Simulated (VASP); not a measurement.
## Na: single point with RPBE

The system is Na.

```
Na
1.0
     6.14482    0.00000    0.00000
    -3.07241    5.32157    0.00000
     0.00000    0.00000    3.64548
Na
3
Direct
  0.00000 0.00000 0.00000
  0.33333 0.66667 0.50000
  0.66667 0.33333 0.50000
```

This isn't the form of Na at room conditions, which is bcc.

* Program: VASP 6.6.1
* Task: single point
* Functional: RPBE
* Potentials or basis: VASP PAW PBE potentials, release 64 (Na_pv)
* Cutoff: 520 eV
* k mesh: 8 × 8 × 11
* Occupations: fermi-dirac, width 0.1 eV
* Spin: no spin polarisation
* Dipole correction: no
* Further INCAR settings: ALGO = Fast; EDIFF = 1e-06; NBANDS = 18

* Pressure: 0.0 GPa
* Band gap on the k mesh: none (metal or under the smearing width)

Stress tensor (GPa, compression positive):
```
-0.04  0.00  0.00
 0.00 -0.04  0.00
 0.00  0.00  0.07
```

Levels at points of the mesh, in eV from the Fermi level:
```
           k point  band 6  band 7  band 8  band 9  band 10  band 11  band 12  band 13  band 14  band 15
(0.00, 0.00, 0.00)  -25.00  -24.93  -24.93  -24.92    -3.14     1.86     1.86     1.87     1.87     2.73
(0.50, 0.00, 0.00)  -25.00  -24.93  -24.93  -24.92    -1.79    -1.79     0.63     1.07     5.58     5.61
```

Run time: 56 s on 1 thread of AMD EPYC 9R45 96-Core Processor (Zen 5), on a shared host, peak memory 0.25 GiB.

Caveat: the PAW data sets were made with another functional, which shifts forces and pressure a little.
